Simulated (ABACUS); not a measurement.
# Sn (I4_1/amd) in ABACUS: notebook

The runs below take Sn through band structure, equation of state, with PBEsol.

All numbers are computed with ABACUS 3.10.1; they aren't measurements. Logs are shortened: lines on timing, memory, paths and dates and some standing lists are left out, and cuts for length are marked.

### Step 1. The crystal as given

It takes space group I4_1/amd (No. 141, tetragonal). The conventional cell has a = 5.880 Å, b = 5.880 Å, c = 3.199 Å, α = 90.00°, β = 90.00°, γ = 90.00°. Sn (site symmetry -4m2) has 6 Sn at 3.05 to 3.20 Å as nearest neighbours.

### Step 2. Band structure, PBEsol

Input file INPUT:

```
INPUT_PARAMETERS
suffix              Sn
calculation         nscf
basis_type          pw
pseudo_dir          ./
symmetry            -1
dft_functional      pbesol
ecutwfc             40.0
pseudo_rcut         10
nspin               1
nbands              24
ks_solver           dav
smearing_method     fd
smearing_sigma      0.00367493
scf_thr             1e-08
scf_nmax            100
mixing_type         broyden
mixing_beta         0.7
ecutrho             320.0
init_chg            file
pw_diag_thr         1e-07
out_band            1
kpar                4
```

Input file STRU:

```
ATOMIC_SPECIES
Sn 118.7100 sn_pbe_v1.4.uspp.F.UPF

LATTICE_CONSTANT
8.4186437008

LATTICE_VECTORS
-0.6599709438 0.6599709438 0.3589940205
0.6599709438 -0.6599709438 0.3589940205
0.6599709438 0.6599709438 -0.3589940205

ATOMIC_POSITIONS
Cartesian

Sn
0.0
2
0.0000000000 0.0000000000 0.0000000000 1 1 1
0.0000000000 0.6599709438 0.1794970103 1 1 1
```

Input file KPT:

```
K_POINTS
11
Line
0.00000000 0.00000000 0.00000000 10 // G
0.00000000 0.00000000 0.50000000 10 // X
-0.50000000 0.50000000 0.50000000 10 // M
0.00000000 0.00000000 0.00000000 10 // G
0.32397157 0.32397157 -0.32397157 10 // Z
0.25000000 0.25000000 0.25000000 10 // P
0.00000000 0.50000000 0.00000000 10 // N
-0.32397157 0.67602843 0.32397157 10 // Z1
-0.50000000 0.50000000 0.50000000 1 // M
0.00000000 0.00000000 0.50000000 10 // X
0.25000000 0.25000000 0.25000000 1 // P
```

Potentials or basis: GBRV ultrasoft 1.5 PBE, plane waves.

The run is started by

```bash
$ OMP_NUM_THREADS=1 mpirun -np 4 abacus > log
```

running log:

```text
ABACUS v3.10.1

               Atomic-orbital Based Ab-initio Computation at UStc

 ------------------------------------------------------------------------------------

 READING GENERAL INFORMATION
                           global_out_dir = OUT.Sn/
                           global_in_card = INPUT
                               pseudo_dir = ./
                              orbital_dir =
                                    DSIZE = 4
                                    GSIZE = 1

 READING UNITCELL INFORMATION
                                    ntype = 1
                  lattice constant (Bohr) = 8.41864
              lattice constant (Angstrom) = 4.45495

 READING ATOM TYPE 1
                               atom label = Sn
                      L=0, number of zeta = 1
                      L=1, number of zeta = 1
                      L=2, number of zeta = 1
             number of atom for this type = 2

                        TOTAL ATOM NUMBER = 2
CARTESIAN COORDINATES ( UNIT =       8.418643700800 Bohr ).
    atom                   x                   y                   z     mag                  vx                  vy                  vz
tauc_Sn1            0.0000000000        0.0000000000        0.0000000000  0.0000        0.0000000000        0.0000000000        0.0000000000
tauc_Sn2            0.0000000000        0.6599709438        0.1794970103  0.0000        0.0000000000        0.0000000000        0.0000000000

                          Volume (Bohr^3) = 373.184
                             Volume (A^3) = 55.3001

 Lattice vectors: (Cartesian coordinate: in unit of a_0)
            -0.659971           +0.659971           +0.358994
            +0.659971           -0.659971           +0.358994
            +0.659971           +0.659971           -0.358994
 Reciprocal vectors: (Cartesian coordinate: in unit of 2 pi/a_0)
                   +0           +0.757609            +1.39278
            +0.757609                  +0            +1.39278
            +0.757609           +0.757609                  +0
 The esolver type has been set to : ksdft_pw

                PAO radial cut off (Bohr) = 10

 Read in pseudopotential file is sn_pbe_v1.4.uspp.F.UPF
                     pseudopotential type = US
          exchange-correlation functional = PBE
                 nonlocal core correction = 1
                        valence electrons = 14
                                     lmax = 2
                           number of zeta = 3
                     number of projectors = 6
                           L of projector = 0
                           L of projector = 0
                           L of projector = 1
                           L of projector = 1
                           L of projector = 2
                           L of projector = 2
 XC functional updated to : pbesol
          exchange-correlation functional = PBESOL
     initial pseudo atomic orbital number = 18

 SETUP THE ELECTRONS NUMBER
            electron number of element Sn = 14
      total electron number of element Sn = 28
            AUTOSET number of electrons:  = 28
                           occupied bands = 14
                                   NBANDS = 24
                                   NLOCAL = 18

%%%%%%%%%%%%%%%%%%%%%%%%%%%%%%%%%%%%%%%%%%%%%%%%%%%%%%%%%%%%%%%%%%%%%%%%%%%%%%%%%%%%%%%%%%%%%%%%%%%%%%%%%%
 Warning: the number of valence electrons in pseudopotential > 4 for Sn: [Kr] 4d10 5s2 5p2
 Pseudopotentials with additional electrons can yield (more) accurate outcomes, but may be less efficient.
 If you're confident that your chosen pseudopotential is appropriate, you can safely ignore this warning.
%%%%%%%%%%%%%%%%%%%%%%%%%%%%%%%%%%%%%%%%%%%%%%%%%%%%%%%%%%%%%%%%%%%%%%%%%%%%%%%%%%%%%%%%%%%%%%%%%%%%%%%%%%

 SETUP THE PLANE WAVE BASIS
 energy cutoff for charge/potential (unit:Ry) = 160
            fft grid for charge/potential = [ 36, 36, 36 ]
                        fft grid division = [ 1, 1, 1 ]
        big fft grid for charge/potential = [ 48, 48, 48 ]
                                     nbxx = 110592
                                     nrxx = 46656

 SETUP PLANE WAVES FOR CHARGE/POTENTIAL
                    number of plane waves = 12733
                         number of sticks = 603

 PARALLEL PW FOR CHARGE/POTENTIAL
     PROC   COLUMNS(POT)             PW
        1            603          12733
 --------------- sum -------------------
        1            603          12733
                            number of |g| = 792
                                  max |g| = 286.986
                                  min |g| = 0

 energy cutoff for dense charge/potential (unit:Ry) = 320
      fft grid for dense charge/potential = [ 48, 48, 48 ]
                                     nrxx = 110592

 SETUP PLANE WAVES FOR dense CHARGE/POTENTIAL
                    number of plane waves = 36045
                         number of sticks = 1209

[... 45 lines left out ...]

 PARALLEL PW FOR WAVE FUNCTIONS
     PROC   COLUMNS(POT)             PW
        1            183           2079
 --------------- sum -------------------
        1            183           2079

 SETUP NONLOCAL PSEUDOPOTENTIALS IN PLANE WAVE BASIS
 Sn non-local projectors:
 projector 1 L=0
 projector 2 L=0
 projector 3 L=1
 projector 4 L=1
 projector 5 L=2
 projector 6 L=2
      TOTAL NUMBER OF NONLOCAL PROJECTORS = 36

 Init Non-Local PseudoPotential table :
 Init Non-Local-Pseudopotential done.

                                     npwx = 1598

 Make real space PAO into reciprocal space.
       max mesh points in Pseudopotential = 769
     dq(describe PAO in reciprocal space) = 0.01
                                    max q = 763

 number of pseudo atomic orbitals for Sn is 3
WARNING: norm of atomic wavefunction # 3 of atomic type Sn is 0.999978, renormalized

 -------------------------------------------
 NONSELF-CONSISTENT
 -------------------------------------------
                                 init_chg = file
 try to read charge from file
 Read in the charge density: OUT.Sn//Sn-CHARGE-DENSITY.restart

 PW ALGORITHM --------------- ION=   1  ELEC=   1--------------------------------
 k(1/92) Iter steps (avg)=21 threshold=1e-07
 k(2/92) Iter steps (avg)=21 threshold=1e-07
 k(3/92) Iter steps (avg)=25 threshold=1e-07
 k(4/92) Iter steps (avg)=22 threshold=1e-07
 k(5/92) Iter steps (avg)=28 threshold=1e-07
 k(6/92) Iter steps (avg)=22 threshold=1e-07
 k(7/92) Iter steps (avg)=22 threshold=1e-07
 k(8/92) Iter steps (avg)=21 threshold=1e-07
 k(9/92) Iter steps (avg)=24 threshold=1e-07
 k(10/92) Iter steps (avg)=28 threshold=1e-07
 k(11/92) Iter steps (avg)=30 threshold=1e-07
 k(12/92) Iter steps (avg)=29 threshold=1e-07
 k(13/92) Iter steps (avg)=28 threshold=1e-07
 k(14/92) Iter steps (avg)=27 threshold=1e-07
 k(15/92) Iter steps (avg)=27 threshold=1e-07
 k(16/92) Iter steps (avg)=27 threshold=1e-07
 k(17/92) Iter steps (avg)=26 threshold=1e-07
 k(18/92) Iter steps (avg)=29 threshold=1e-07
 k(19/92) Iter steps (avg)=29 threshold=1e-07
 k(20/92) Iter steps (avg)=34 threshold=1e-07
 k(21/92) Iter steps (avg)=72 threshold=1e-07
 k(22/92) Iter steps (avg)=28 threshold=1e-07
 k(23/92) Iter steps (avg)=18 threshold=1e-07
[... levels at 23 k points of this process ...]

 Density error is 0.00000000000
                          Error Threshold = 1.00000000000e-07
----------------------------------------------------------
     Energy           Rydberg                 eV
----------------------------------------------------------
 E_KohnSham     -317.8580802033      -4324.6810461055
 E_KS(sigma->0) -317.8579287417      -4324.6789853653
 E_Harris       -317.8580802033      -4324.6810461055
 E_band         -12.8211245017       -174.4403479900
 E_one_elec     -113.0953466035      -1538.7411310923
 E_Hartree      76.4970128942        1040.7952553405
 E_xc           -85.1841256755       -1158.9894883349
 E_Ewald        -196.0753178954      -2667.7415605385
 E_entropy(-TS) -0.0003029231        -0.0041214803
 E_descf        0.0000000000         0.0000000000
 E_exx          0.0000000000         0.0000000000
 E_Fermi        0.7311479822         9.9477786390
----------------------------------------------------------

 charge density convergence is achieved
 final etot is -4324.6810461 eV
 EFERMI = 9.9477786390 eV

 STATE ENERGY(eV) AND OCCUPATIONS    NSPIN == 1
 1/23 kpoint (Cartesian) = 0.0000 0.0000 0.0000 (1575 pws)
       1       -11.1740      0.0217391
       2       -11.0903      0.0217391
       3       -11.0525      0.0217391
       4       -11.0375      0.0217391
       5       -10.8944      0.0217391
       6       -10.8944      0.0217391
[... 16 lines left out ...]
      23        21.6494        0.00000
      24        21.6494        0.00000

 2/23 kpoint (Cartesian) = 0.037880 0.037880 0.0000 (1577 pws)
       1       -11.1720      0.0217391
       2       -11.0907      0.0217391
       3       -11.0509      0.0217391
       4       -11.0388      0.0217391
       5       -10.8954      0.0217391
       6       -10.8933      0.0217391
[... 16 lines left out ...]
      23        21.7233        0.00000
      24        21.7864        0.00000

 3/23 kpoint (Cartesian) = 0.075761 0.075761 0.0000 (1582 pws)
       1       -11.1660      0.0217391
       2       -11.0917      0.0217391
       3       -11.0460      0.0217391
       4       -11.0425      0.0217391
       5       -10.8983      0.0217391
       6       -10.8900      0.0217391
[... 16 lines left out ...]
      23        21.9376        0.00000
      24        22.1215        0.00000

 4/23 kpoint (Cartesian) = 0.11364 0.11364 0.0000 (1588 pws)
       1       -11.1562      0.0217391
       2       -11.0932      0.0217391
       3       -11.0484      0.0217391
       4       -11.0377      0.0217391
       5       -10.9033      0.0217391
       6       -10.8853      0.0217391
[... 16 lines left out ...]
      23        22.2738        0.00000
      24        22.6919        0.00000

 5/23 kpoint (Cartesian) = 0.15152 0.15152 0.0000 (1594 pws)
       1       -11.1427      0.0217391
       2       -11.0949      0.0217391
       3       -11.0552      0.0217391
       4       -11.0267      0.0217391
       5       -10.9107      0.0217391
       6       -10.8796      0.0217391
[... 16 lines left out ...]
      23        22.7099        0.00000
      24        23.1547        0.00000

 6/23 kpoint (Cartesian) = 0.18940 0.18940 0.0000 (1586 pws)
       1       -11.1260      0.0217391
       2       -11.0964      0.0217391
       3       -11.0626      0.0217391
       4       -11.0133      0.0217391
       5       -10.9206      0.0217391
       6       -10.8757      0.0217391
[... 16 lines left out ...]
      23        23.2257        0.00000
      24        23.5873        0.00000

[... levels at 17 further k points ...]

 --------------------------------------------
 !FINAL_ETOT_IS -4324.681046105459 eV
 --------------------------------------------

 Output bands in file: OUT.Sn/BANDS_1.dat
```

It took 6.5 s on 4 MPI ranks of AMD EPYC 9R14 (Zen 4), shared host; peak memory 0.76 GiB.

Levels at the corners of the path, in eV from the Fermi level:
| point | band 10 | band 11 | band 12 | band 13 | band 14 | band 15 | band 16 | band 17 | band 18 |
| --- | --- | --- | --- | --- | --- | --- | --- | --- | --- |
| Γ | -20.96 | -10.95 | -3.67 | -1.87 | -1.87 | 3.05 | 6.19 | 6.19 | 6.80 |
| X | -21.08 | -8.75 | -8.75 | 0.66 | 0.66 | 1.58 | 1.58 | 6.03 | 6.03 |
| M | -21.14 | -7.46 | -7.46 | -4.65 | -4.65 | 5.07 | 5.07 | 9.24 | 9.24 |
| Γ | -20.96 | -10.95 | -3.67 | -1.87 | -1.87 | 3.05 | 6.19 | 6.19 | 6.80 |
| Z | -21.04 | -6.43 | -5.51 | -2.92 | -2.79 | -2.79 | 3.02 | 5.57 | 5.57 |
| P | -21.05 | -5.90 | -5.90 | -3.39 | -3.39 | 3.59 | 3.59 | 3.92 | 3.92 |
| N | -21.02 | -6.83 | -5.29 | -2.28 | -1.60 | -1.04 | 2.32 | 2.87 | 4.65 |
| Z1 | -21.04 | -6.43 | -5.51 | -2.92 | -2.79 | -2.79 | 3.02 | 5.57 | 5.57 |
| M | -21.14 | -7.46 | -7.46 | -4.65 | -4.65 | 5.07 | 5.07 | 9.24 | 9.24 |
| X | -21.08 | -8.75 | -8.75 | 0.66 | 0.66 | 1.58 | 1.58 | 6.03 | 6.03 |
| P | -21.05 | -5.90 | -5.90 | -3.39 | -3.39 | 3.59 | 3.59 | 3.92 | 3.92 |

Caveat: the density is read from an earlier self-consistent run, whose mesh may be coarse; the potentials were made for another functional, which shifts forces and pressure; spin-orbit coupling is left out, which moves the levels of the heavy elements.

### Step 3. Equation of state, PBEsol, 25.99 Å³/atom (volume scaled by 0.94)

Input file run_abacus.py:

```python
"""ABACUS run from a structure file: ASE reads it, the script writes STRU, KPT and INPUT."""
import re
import subprocess
from ase.io import read
from ase.units import Bohr

atoms = read("Sn.xyz")
atoms = atoms[(-atoms.numbers).argsort(kind="stable")]  # ABACUS lists atoms element by element
pseudo = {'Sn': 'sn_pbe_v1.4.uspp.F.UPF'}
orbital = {}
magmoms = None
kmesh = [7, 7, 7]
params = {
    'suffix': 'Sn',
    'calculation': 'scf',
    'basis_type': 'pw',
    'pseudo_dir': './',
    'symmetry': 1,
    'dft_functional': 'pbesol',
    'ecutwfc': 40,
    'pseudo_rcut': 10,
    'nspin': 1,
    'nbands': 18,
    'ks_solver': 'dav',
    'smearing_method': 'fd',
    'smearing_sigma': 0.00367493,
    'scf_thr': 1e-08,
    'scf_nmax': 100,
    'mixing_type': 'broyden',
    'mixing_beta': 0.7,
    'cal_force': 1,
    'cal_stress': 1,
    'ecutrho': 320,
    'kpar': 4,
}

symbols = atoms.get_chemical_symbols()
elements = list(dict.fromkeys(symbols))
lines = ["ATOMIC_SPECIES"] + [f"{e} {atoms.get_masses()[symbols.index(e)]:.4f} {pseudo[e]}" for e in elements]
if orbital:
    lines += ["", "NUMERICAL_ORBITAL"] + [orbital[e] for e in elements]
lines += ["", "LATTICE_CONSTANT", f"{1 / Bohr:.10f}", "", "LATTICE_VECTORS"]
lines += [" ".join(f"{x:.10f}" for x in v) for v in atoms.cell]
lines += ["", "ATOMIC_POSITIONS", "Direct"]
for e in elements:
    lines += ["", e, "0.0", str(symbols.count(e))]
    for i, p in enumerate(atoms.get_scaled_positions(wrap=False)):
        if symbols[i] == e:
            mag = "" if magmoms is None else " mag " + " ".join(str(x) for x in (magmoms[i] if isinstance(magmoms[i], list) else [magmoms[i]]))
            lines.append(" ".join(f"{x:.10f}" for x in p) + " 1 1 1" + mag)
open("STRU", "w").write("\n".join(lines) + "\n")
open("KPT", "w").write("K_POINTS\n0\nGamma\n%d %d %d 0 0 0\n" % tuple(kmesh))
open("INPUT", "w").write("INPUT_PARAMETERS\n" + "".join(f"{k:<20s}{v}\n" for k, v in params.items()))

done = subprocess.run(['mpirun', '-np', '4', 'abacus'])
if done.returncode:
    raise SystemExit(done.returncode)
log = open("OUT.Sn/running_scf.log").read()
print("final energy (eV):", re.findall(r"FINAL_ETOT_IS (\S+)", log))
```

Input file Sn.xyz:

```xyz
2
Lattice="-2.8801207477 2.8801207477 1.5666540120 2.8801207477 -2.8801207477 1.5666540120 2.8801207477 2.8801207477 -1.5666540120" Properties=species:S:1:pos:R:3 pbc="T T T"
Sn     0.0000000000      0.0000000000      0.0000000000
Sn     0.0000000000      2.8801207477      0.7833270060
```

Potentials or basis: GBRV ultrasoft 1.5 PBE, plane waves.

The run is started by

```bash
$ OMP_NUM_THREADS=1 python run_abacus.py > log
```

Wall time 13 s (4 MPI ranks of AMD EPYC 9R14 (Zen 4), shared host); peak memory 0.72 GiB.

The run converged. Its results:

| Item | Value |
| --- | --- |
| Free energy | -4322.6677 eV |
| Pressure | 1.8 GPa |
| Band gap on the k mesh | none (metal or under the smearing width) |

Caveat: the potentials were made for another functional, which shifts forces and pressure.

### Step 4. Equation of state, PBEsol, 27.10 Å³/atom (volume scaled by 0.98)

run_abacus.py is that of step 3.

Input file Sn.xyz:

```xyz
2
Lattice="-2.9204073745 2.9204073745 1.5885680951 2.9204073745 -2.9204073745 1.5885680951 2.9204073745 2.9204073745 -1.5885680951" Properties=species:S:1:pos:R:3 pbc="T T T"
Sn     0.0000000000      0.0000000000      0.0000000000
Sn     0.0000000000      2.9204073745      0.7942840476
```

The run is started by

```bash
$ OMP_NUM_THREADS=1 python run_abacus.py > log
```

It took 13 s on 4 MPI ranks of AMD EPYC 9R14 (Zen 4), shared host; peak memory 0.76 GiB.

The run converged. Its results:

| Quantity | Value |
| --- | --- |
| Free energy | -4322.6752 eV |
| Pressure | -0.7 GPa |
| Band gap on the k mesh | none (metal or under the smearing width) |

Caveat: the potentials were made for another functional, which shifts forces and pressure.

### Step 5. Equation of state, PBEsol, 28.20 Å³/atom (volume scaled by 1.02)

run_abacus.py is that of step 4.

Input file Sn.xyz:

```xyz
2
Lattice="-2.9596121516 2.9596121516 1.6098937015 2.9596121516 -2.9596121516 1.6098937015 2.9596121516 2.9596121516 -1.6098937015" Properties=species:S:1:pos:R:3 pbc="T T T"
Sn     0.0000000000      0.0000000000      0.0000000000
Sn     0.0000000000      2.9596121516      0.8049468508
```

The run is started by

```bash
$ OMP_NUM_THREADS=1 python run_abacus.py > log
```

Run time: 14 s. Hardware: 4 MPI ranks of AMD EPYC 9R14 (Zen 4), shared host; peak memory 0.8 GiB.

The run converged. Its results:

```
Free energy            : -4322.6528 eV
Pressure               : -2.6 GPa
Band gap on the k mesh : none (metal or under the smearing width)
```

Caveat: the potentials were made for another functional, which shifts forces and pressure.

### Step 6. Equation of state, PBEsol, 29.31 Å³/atom (volume scaled by 1.06)

run_abacus.py is that of step 5.

Input file Sn.xyz:

```xyz
2
Lattice="-2.9978049079 2.9978049079 1.6306688148 2.9978049079 -2.9978049079 1.6306688148 2.9978049079 2.9978049079 -1.6306688148" Properties=species:S:1:pos:R:3 pbc="T T T"
Sn     0.0000000000      0.0000000000      0.0000000000
Sn     0.0000000000      2.9978049079      0.8153344074
```

Potentials or basis: GBRV ultrasoft 1.5 PBE, plane waves.

The run is started by

```bash
$ OMP_NUM_THREADS=1 python run_abacus.py > log
```

It took 14 s on 4 MPI ranks of AMD EPYC 9R14 (Zen 4), shared host; peak memory 0.8 GiB.

Results (log left out):

* Free energy: -4322.6065 eV
* Pressure: -4.1 GPa
* Band gap on the k mesh: none (metal or under the smearing width)

Caveat: the potentials were made for another functional, which shifts forces and pressure.

### Step 7. Equation of state, PBEsol

Potentials or basis: GBRV ultrasoft 1.5 PBE, plane waves.

This step only gathers the single runs of the series.

What came out:

- Equilibrium volume: 26.79 Å³/atom
- Bulk modulus at fixed shape and positions: 56 GPa
- Pressure derivative of the bulk modulus: 4.6 (rough: it moves with the points fitted)

Energy against volume, from the lowest point:
| volume (Å³/atom) | energy (meV/atom) |
| --- | --- |
| 25.991 | 3.76 |
| 27.097 | 0.00 |
| 28.203 | 11.23 |
| 29.309 | 34.36 |

Caveat: the cell was scaled at fixed shape and fractional positions, which overstates the stiffness of a crystal with free parameters, most of all of layers and chains; the potentials were made for another functional, which shifts forces and pressure.
